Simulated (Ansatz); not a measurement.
# Ca (P-1) in Ansatz: convergence with cutoff

Aim: find how far cutoff must go before the results for Ca settle, at PBE. This setting moves, with any that are tied to it; all else stays.

All numbers are computed with Ansatz 0.2.0; they aren't measurements. Logs are shortened: lines on timing, memory, paths and dates and some standing lists are left out, and cuts for length are marked.

## Step 1: The cell of the first run

The typed cell holds 2 atoms: a = 3.980 Å, b = 3.980 Å, c = 6.520 Å, α = 90.00°, β = 90.00°, γ = 120.00°.

This isn't the form of Ca at room conditions, which is fcc.

The cell isn't the ideal one: atoms moved at random, drawn with an rms of 0.05 Å.

## Step 2: With cutoff 80 eV

Input file input.yaml:

```yaml
crystal:
  lattice:
    - [3.98, 0.0, 0.0]
    - [-1.99, 3.4467811071, 0.0]
    - [0.0, 0.0, 6.52]
  atoms:
    - { symbol: Ca, position: [0.672098, 0.338316, 0.755264] }
    - { symbol: Ca, position: [0.333415, 0.671898, 0.248157] }
kpoints:
  mp_grid: { grid: [5, 5, 2] }
scf:
  occupations: { method: fermi_dirac, width: 0.05 }
hamiltonian:
  xc: pbe
  pseudopotentials: { kind: all_electron, lapw: { basis_error: 0.001 } }
output:
  forces: true
  stress: true
  eigenvalues: true
basis:
  ecutwfc: 80
```

Potentials or basis: all-electron LAPW, scalar-relativistic.

Run with:

```
$ ansatz run input.yaml --threads 1 --pin off --max-ram 3072MiB --backend cpu --events-out ev --progress --plain --runs-dir out
```

It took 3.8 s on 1 thread of Intel Xeon at 2.50GHz (Skylake/Cascade Lake), shared host; peak memory 0.25 GiB.

Results:

```
Free energy            : -37028.8617 eV
Pressure               : -0.8 GPa
Largest force          : 0.050 eV/Å
Band gap on the k mesh : none (metal or under the smearing width)
```

## Step 3: With cutoff 110 eV

input.yaml: that of step 2 with these lines changed.

```diff
@@ -20,2 +20,2 @@
 basis:
-  ecutwfc: 80
+  ecutwfc: 110
```

Potentials or basis: all-electron LAPW, scalar-relativistic.

Run with:

```
$ ansatz run input.yaml --threads 1 --pin off --max-ram 3072MiB --backend cpu --events-out ev --progress --plain --runs-dir out
```

It took 4.5 s on 1 thread of Intel Xeon at 2.50GHz (Skylake/Cascade Lake), shared host; peak memory 0.26 GiB.

What came out:

* Free energy: -37028.8623 eV
* Pressure: -0.8 GPa
* Largest force: 0.050 eV/Å
* Band gap on the k mesh: none (metal or under the smearing width)

## Step 4: With cutoff 140 eV

input.yaml: that of step 3 with these lines changed.

```diff
@@ -20,2 +20,2 @@
 basis:
-  ecutwfc: 110
+  ecutwfc: 140
```

Run with:

```
$ ansatz run input.yaml --threads 1 --pin off --max-ram 3072MiB --backend cpu --events-out ev --progress --plain --runs-dir out
```

Wall time 6 s (1 thread of Intel Xeon at 2.50GHz (Skylake/Cascade Lake), shared host); peak memory 0.27 GiB.

What came out:

* Free energy: -37028.8623 eV
* Pressure: -0.8 GPa
* Largest force: 0.050 eV/Å
* Band gap on the k mesh: none (metal or under the smearing width)

## Step 5: With cutoff 180 eV

input.yaml: that of step 4 with these lines changed.

```diff
@@ -20,2 +20,2 @@
 basis:
-  ecutwfc: 140
+  ecutwfc: 180
```

Run with:

```
$ ansatz run input.yaml --threads 1 --pin off --max-ram 3072MiB --backend cpu --events-out ev --progress --plain --runs-dir out
```

Wall time 15 s (1 thread of Intel Xeon at 2.50GHz (Skylake/Cascade Lake), shared host); peak memory 0.3 GiB.

What came out:

| Item | Value |
| --- | --- |
| Free energy | -37028.8622 eV |
| Pressure | -0.8 GPa |
| Largest force | 0.050 eV/Å |
| Band gap on the k mesh | none (metal or under the smearing width) |

## Step 6: With cutoff 230 eV

input.yaml: that of step 5 with these lines changed.

```diff
@@ -20,2 +20,2 @@
 basis:
-  ecutwfc: 180
+  ecutwfc: 230
```

Potentials or basis: all-electron LAPW, scalar-relativistic.

Run with:

```
$ ansatz run input.yaml --threads 1 --pin off --max-ram 3072MiB --backend cpu --events-out ev --progress --plain --runs-dir out
```

It took 13 s on 1 thread of Intel Xeon at 2.50GHz (Skylake/Cascade Lake), shared host; peak memory 0.36 GiB.

What came out:

```yaml
Free_energy: -37028.8622 eV
Pressure: -0.8 GPa
Largest_force: 0.050 eV/Å
Band_gap_on_the_k_mesh: none (metal or under the smearing width)
```

## Step 7: With cutoff 290 eV

input.yaml: that of step 6 with these lines changed.

```diff
@@ -20,2 +20,2 @@
 basis:
-  ecutwfc: 230
+  ecutwfc: 290
```

Run with:

```
$ ansatz run input.yaml --threads 1 --pin off --max-ram 3072MiB --backend cpu --events-out ev --progress --plain --runs-dir out
```

It took 19 s on 1 thread of Intel Xeon at 2.50GHz (Skylake/Cascade Lake), shared host; peak memory 0.44 GiB.

Results:

| Property | Result |
| --- | --- |
| Free energy | -37028.8622 eV |
| Pressure | -0.8 GPa |
| Largest force | 0.050 eV/Å |
| Band gap on the k mesh | none (metal or under the smearing width) |

## Step 8: With cutoff 360 eV

input.yaml: that of step 7 with these lines changed.

```diff
@@ -20,2 +20,2 @@
 basis:
-  ecutwfc: 290
+  ecutwfc: 360
```

Run with:

```
$ ansatz run input.yaml --threads 1 --pin off --max-ram 3072MiB --backend cpu --events-out ev --progress --plain --runs-dir out
```

It took 31 s on 1 thread of Intel Xeon at 2.50GHz (Skylake/Cascade Lake), shared host; peak memory 0.57 GiB.

Results:

```
Free energy            : -37028.8622 eV
Pressure               : -0.8 GPa
Largest force          : 0.050 eV/Å
Band gap on the k mesh : none (metal or under the smearing width)
```

## Step 9: With cutoff 450 eV

input.yaml: that of step 8 with these lines changed.

```diff
@@ -20,2 +20,2 @@
 basis:
-  ecutwfc: 360
+  ecutwfc: 450
```

Potentials or basis: all-electron LAPW, scalar-relativistic.

Run with:

```
$ ansatz run input.yaml --threads 1 --pin off --max-ram 3072MiB --backend cpu --events-out ev --progress --plain --runs-dir out
```

Wall time 46 s (1 thread of Intel Xeon at 2.50GHz (Skylake/Cascade Lake), shared host); peak memory 0.76 GiB.

The run converged. Its results:

```
Free energy            : -37028.8622 eV
Pressure               : -0.8 GPa
Largest force          : 0.050 eV/Å
Band gap on the k mesh : none (metal or under the smearing width)
```

## Step 10: With cutoff 560 eV

input.yaml: that of step 9 with these lines changed.

```diff
@@ -20,2 +20,2 @@
 basis:
-  ecutwfc: 450
+  ecutwfc: 560
```

Potentials or basis: all-electron LAPW, scalar-relativistic.

Run with:

```
$ ansatz run input.yaml --threads 1 --pin off --max-ram 3072MiB --backend cpu --events-out ev --progress --plain --runs-dir out
```

The program printed:

```text
Warning: RAYON_NUM_THREADS=1 ignored (pool sized by the plan → 1); use --threads N
LAPW: plane waves up to 12.124 Å⁻¹, error target 1.0e-3 eV per atom; small_component_spin mean_spin; the cutoff is typed (target and bands ask for 79.6 eV, largest radius times wave number 23.9, largest estimated error of a free atom 1.3e-11 eV); Ca in spheres of 1.970 Å, 10 of its electrons in bands, Dirac shells [] (how accurate: hamiltonian.pseudopotentials.lapw.basis_error, Limitations)
Engine: ansatz 0.2.0, x86_64-unknown-linux-gnu
Pseudopotentials: kind: all_electron
Pseudopotential: Ca, LAPW, valence charge 10, lapw/all_electron/scalar/gaussian/Ca, Koelling and Harmon's equation, gaussian nucleus
Functional definition: PBE
  parameter kappa = 0.804
  parameter beta = 0.06672455060314922
  exchange = pbe_x(kappa = kappa, mu = beta*pi^2/3)
  correlation = pbe_c(beta = beta)
Crystal: 2 atoms, lattice volume = 89.443 Å³
Basis set: ecut = 559.9999999999999 eV, 2731 PW (Γ), exchange–correlation at level 2
Bands: 14, of which v1, the nominal top of the filled ones, is band 10 counted from 1 (9 counted from 0)
Symmetry: 2 space group operations
Space group: P-1 (ITA 2), of the structure as read, at distance tolerance 4.5e-5 Å
k-points: 26 of 50
Non-local potential: Ca, projectors of the file, none
Initial density: superposition of atomic densities (chi_scale 0.1, normalization cell)
Initial wavefunctions: plane waves of lowest kinetic energy (no species holds an atomic orbital)
Functional: x = pbe(κ = 0.804, μ = 0.2195149727645171), c = pbe(β = 0.06672455060314922)
iter 1 solved again at ethr=1.56e-4 eV; its pass at ethr=1.00e-1 eV (dr2=3.11e-2 eV) is discarded
SCF iter   1: F=—  HF=-37028.855376 eV  |F-HF|=—  |Δ(HF+E_count)|=         —  Δρ=3.24e-3  dr2=3.08e-2  ethr=1.56e-4  ⟨swp⟩=3.4  Hψ=2777  notcnv=0
preconditioner: auto → Kerker (q_TF=auto, 2.126 Å⁻¹)  [metal: Δε(μ)=0.158 eV  Ē_g=2.452 eV  σ=0.050 eV  W_gap=0.46  n_scr=22 (ndim 8)  ℏωp=7.9 eV  f_vac=0.000  D(μ)=3.03/eV (n_scr^D=22)]
SCF iter   2: F=—  HF=-37028.857330 eV  |F-HF|=—  |Δ(HF+E_count)|=   1.95e-3  Δρ=2.47e-3  dr2=1.47e-2  ethr=1.54e-4  ⟨swp⟩=2.0  Hψ=1294  notcnv=0
SCF iter   3: F=—  HF=-37028.861734 eV  |F-HF|=—  |Δ(HF+E_count)|=   4.40e-3  Δρ=1.29e-3  dr2=3.52e-3  ethr=7.34e-5  ⟨swp⟩=2.0  Hψ=1227  notcnv=0
SCF iter   4: F=—  HF=-37028.862219 eV  |F-HF|=—  |Δ(HF+E_count)|=   4.85e-4  Δρ=4.56e-4  dr2=4.60e-4  ethr=1.76e-5  ⟨swp⟩=2.0  Hψ=1227  notcnv=0
iter 5 solved again at ethr=1.16e-7 eV; its pass at ethr=2.30e-6 eV (dr2=2.32e-5 eV) is discarded
SCF iter   5: F=—  HF=-37028.862245 eV  |F-HF|=—  |Δ(HF+E_count)|=   2.60e-5  Δρ=1.03e-4  dr2=2.32e-5  ethr=1.16e-7  ⟨swp⟩=2.2  Hψ=1994  notcnv=0
SCF iter   6: F=—  HF=-37028.862245 eV  |F-HF|=—  |Δ(HF+E_count)|=   2.01e-7  Δρ=2.38e-5  dr2=8.65e-7  ethr=1.16e-7  ⟨swp⟩=2.0  Hψ=1227  notcnv=0
SCF iter   7: F=—  HF=-37028.862245 eV  |F-HF|=—  |Δ(HF+E_count)|=   8.75e-9  Δρ=7.84e-6  dr2=1.63e-7  ethr=4.32e-9  ⟨swp⟩=2.0  Hψ=1227  notcnv=0
SCF iter   8: F=-37028.862245 eV  HF=-37028.862245 eV  |F-HF|=3.42e-8  |Δ(HF+E_count)|=   3.93e-8  Δρ=3.75e-6  dr2=3.68e-8  ethr=8.16e-10  ⟨swp⟩=2.0  Hψ=1227  notcnv=0
SCF 1 converged in 8 iterations: F = -37028.862245 eV  dr2 = 3.68e-8
SCF converged after 8 iterations
Free energy (F): -37028.862245 eV
Harris-Foulkes:  -37028.862245 eV  (|F-HF|=3.42e-8)
Internal energy: -37028.835696 eV  (E = F + TS)
E sigma→0 (E₀):  -37028.848970 eV
Entropy (-TS):   -0.026549 eV (-13.275 meV/atom)
Fermi energy:    4.878850 eV
--- Per-component energies (eV) ---
  E_band       = -354.490806
  E_kinetic    = 37316.143066
  E_xc         = -1965.670834
  E_electrostatic = -72379.307928  (all electrons and nuclei)
  E_smearing   = -0.026549  (= −TS)
  E_closure    = 0.000000  (closes the sum)
  E_atoms      = -37025.121175  (free atoms, spherical and without spin; not in F)
  Σ components = -37028.862245   (vs F -37028.862245, Δ=0.00e0)
  Basis errors (estimates in eV, not in F): energy 1.6e-5 per atom: plane waves 1.7e-9 (1.7e-9 summed), levels above the bands 6.2e-19, relativity 4.1e-8, radial functions 1.6e-5, core shells 6.5e-11; eigenvalues (radial functions only) 9.3e-7; not estimated: angular momenta, meshes, grids; target (lapw.basis_error) 1.0e-3; muffin-tin radii Ca 1.970 Å
--- Forces (eV/Å), atoms counted from 1 ---
  atom   1  Ca    -0.00811629     0.00015571    -0.04916401
  atom   2  Ca     0.00811629    -0.00015571     0.04916401
  max |Σ_I F_I| component: 0.00e0 eV/Å
--- Stress (GPa, compression-positive) ---
       -0.984880       0.036535       0.002817
        0.036535      -0.981833      -0.000068
        0.002817      -0.000068      -0.533181
  P = ⅓ Tr σ = -0.8333 GPa (-8.333 kbar)
--- Band table (eV; the first three rows and the last of 26) ---
  k-point 0: bands = ["-37.3154", "-37.3052", "-18.3378", "-18.2571", "-18.2559", "-18.2410", "-18.2410", "-18.2273", "0.9039", "3.8443", "4.6129", "7.0633", "7.0712", "7.0793"]
  k-point 1: bands = ["-37.3109", "-37.3096", "-18.2879", "-18.2781", "-18.2501", "-18.2494", "-18.2480", "-18.2475", "1.8533", "1.8939", "6.1628", "6.2785", "7.0597", "7.0653"]
  k-point 2: bands = ["-37.3121", "-37.3037", "-18.3246", "-18.2859", "-18.2709", "-18.2655", "-18.2462", "-18.2328", "1.4717", "4.3798", "4.7084", "6.2827", "6.8565", "7.2079"]
  k-point 25: bands = ["-37.3051", "-37.3044", "-18.3228", "-18.3220", "-18.2789", "-18.2757", "-18.2576", "-18.2546", "3.3221", "3.3557", "5.7471", "5.7534", "6.2950", "6.2960"]
```

Wall time 92 s (1 thread of Intel Xeon at 2.50GHz (Skylake/Cascade Lake), shared host); peak memory 1 GiB.

Results:

* Free energy: -37028.8622 eV
* Pressure: -0.8 GPa
* Largest force: 0.050 eV/Å
* Band gap on the k mesh: none (metal or under the smearing width)

## Step 11: The series at a glance

```csv
cutoff,"energy less the tightest run, at zero smearing (meV/atom)",SCF cycles,CPU time (s),peak memory (GiB)
80 eV,0.25,8,3.8,0.25
110 eV,-0.01,8,4.5,0.26
140 eV,-0.01,8,6,0.27
180 eV,0.00,8,15,0.3
230 eV,0.00,8,13,0.36
290 eV,0.00,8,19,0.44
360 eV,0.00,8,31,0.57
450 eV,0.00,8,46,0.76
560 eV,0.00,8,92,1
```

Against the tightest run, the energy stays within 1 meV/atom from 80 eV on. The tightest run that finished is the yardstick and may itself not be fully converged.

Caveats: all runs use coarse meshes; the k mesh is thin for a metal, which can move the energy by tens of meV per atom; the cell was measured hot, at 723 K.
